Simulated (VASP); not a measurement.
GaN under changes of volume

One of the cells (11.673 Å³/atom); the others are scaled copies at fixed shape and fractional positions:

```
Ga N
1.0
     0.00000    2.26842    2.26842
     2.26842    0.00000    2.26842
     2.26842    2.26842    0.00000
Ga N
1 1
Direct
  0.00000 0.00000 0.00000
  0.25000 0.25000 0.25000
```

The cell is a database's computed one.

* Program: VASP 6.6.1
* Functional: r2SCAN
* Potentials or basis: VASP PAW PBE potentials, release 64 (Ga_d, N)
* Cutoff: 520 eV
* k mesh: 10 × 10 × 10
* Occupations: fermi-dirac, width 0.05 eV
* Spin: no spin polarisation

```tsv
volume (Å³/atom)	energy over the lowest point (meV/atom)	pressure (GPa)	gap on the mesh (eV)
10.757	25.40	13.6	2.53
10.986	9.39	8.6	2.39
11.215	0.30	4.7	2.26
11.673	0.00	-3.8	1.99
11.902	7.68	-7.1	1.86
12.131	?	?	?
```

Question: What does the run at 12.131 Å³/atom give?

Answer: Energy over the lowest point 19.81 meV/atom; pressure -10.1 GPa; gap on the mesh 1.73 eV.

Worked out: A Birch-Murnaghan fit of order 3 (a polynomial in V^(-2/3)) to the other rows has its minimum at 11.45 Å³/atom with B0 = V·E''(V) = 195 GPa and B' = 4.2. It gives 19.87 meV/atom at 12.131 Å³/atom, against the run's 19.81, and -dE/dV = -10.0 GPa, against -10.1. A straight line through the other rows of the gap, of slope -6.62 eV per unit of ln V (its deformation potential), extrapolates to 1.74 eV, against the run's 1.73.

Energies are extrapolated to zero smearing.

Caveats: the PAW data sets were made with another functional, which shifts forces and pressure a little.

Spin-orbit coupling on Ga is left out.
